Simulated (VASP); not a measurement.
Input of a VASP 6.6.1 run:

Contents of INCAR:

```
SYSTEM = Si2W
ALGO = Fast
EDIFF = 1E-6
ENCUT = 520
GGA = PE
ISIF = 2
ISMEAR = 0
LASPH = .TRUE.
LCHARG = .FALSE.
LREAL = .FALSE.
LWAVE = .FALSE.
NBANDS = 18
NELM = 60
PREC = Accurate
SIGMA = 0.1
```

KPOINTS

```
k-points
0
G
  14 14 14
  0 0 0
```

The input POSCAR:

```
Si2W
1.0
    0.0000000000      2.9451353155      2.9451353155
    2.9451353155      0.0000000000      2.9451353155
    2.9451353155      2.9451353155      0.0000000000
Si W
2 1
Direct
    0.2500000000      0.2500000000      0.2500000000
    0.7500000000      0.7500000000      0.7500000000
    0.0000000000      0.0000000000      0.0000000000
```

Potentials or basis: VASP PAW PBE potentials, release 64 (Si, W_sv).

The run is started by

```console
$ cat potpaw_PBE.64/Si/POTCAR potpaw_PBE.64/W_sv/POTCAR > POTCAR
$ mpirun -np 1 vasp_std > vasp.out
```

Q: Estimate the pressure.

A: 0.0 GPa.

Q: Estimate the band gap on the k mesh.

A: None (metal or under the smearing width).

The run has no spin-orbit coupling, so splittings on W are missing.
